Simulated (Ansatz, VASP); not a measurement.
## Two plane-wave programs on Ag

```
CELL_PARAMETERS angstrom
-1.64454 1.64454 1.64454
1.64454 -1.64454 1.64454
1.64454 1.64454 -1.64454
ATOMIC_POSITIONS crystal
Ag 0.00000 0.00000 0.00000
```

This isn't the form of Ag at room conditions, which is fcc.

Alike in both runs: task single point; functional r2SCAN; k mesh 11 × 11 × 11; occupations fermi-dirac, width 0.05 eV; no spin polarisation.

|  | VASP | Ansatz |
| --- | --- | --- |
| version | VASP 6.6.1 | Ansatz 0.2.0 |
| potentials or method | VASP PAW PBE potentials, release 64 (Ag) | Ansatz PAW |
| plane-wave cutoff (eV) | 520 | 500 |
| valence electrons in the cell | 11 | 19 |

VASP gave:

| Property | Result |
| --- | --- |
| gap on the k mesh at the Fermi level (eV) | none |
| pressure (GPa) | -1.9 |

What did Ansatz give for the same quantities?

gap on the k mesh at the Fermi level (eV): none; pressure (GPa): -2.0.

A gap of «none» marks a metal or a gap that the smearing closes. The two sets of potentials don't hold the same shells in valence.

Caveats: the PAW data sets were made with another functional, which shifts forces and pressure a little (VASP); the PAW data sets come from PBE, with cores solved anew for the run's functional, which leaves a small shift of forces and pressure (Ansatz).
